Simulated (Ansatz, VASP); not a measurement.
**One calculation of CdTe, two programs**

```
CELL_PARAMETERS angstrom
0.00000 3.27790 3.27790
3.27790 0.00000 3.27790
3.27790 3.27790 0.00000
ATOMIC_POSITIONS crystal
Cd 0.00000 0.00000 0.00000
Te 0.25000 0.25000 0.25000
```

Alike in both runs: functional r2SCAN; k mesh 8 × 8 × 8; occupations gaussian, width 0.02 eV; no spin polarisation.

Ansatz relaxed the structure, and its values are those at the end. VASP's run is a single point on that final structure, the one shown.

```csv
,VASP,Ansatz
version,VASP 6.6.1,Ansatz 0.2.0
potentials or method,"VASP PAW PBE potentials, release 64 (Cd, Te)","scalar-relativistic, plane waves, PAW"
plane-wave cutoff (eV),520,500
valence electrons in the cell,18,36
```

VASP gave:

* gap on the k mesh at the Fermi level (eV): 1.16
* least direct gap on the mesh (eV): 1.16
* pressure (GPa): 0.1

**Question.** Which values does Ansatz return?

**Answer.** gap on the k mesh at the Fermi level (eV): 1.17; least direct gap on the mesh (eV): 1.17; pressure (GPa): 0.0.

The two sets of potentials don't hold the same shells in valence.

Caveats: the PAW data sets were made with another functional, which shifts forces and pressure a little (VASP); spin-orbit coupling is left out, which moves the levels of the heavy elements. r2SCAN opens gaps a little over a GGA but as a rule still falls short of measured ones.
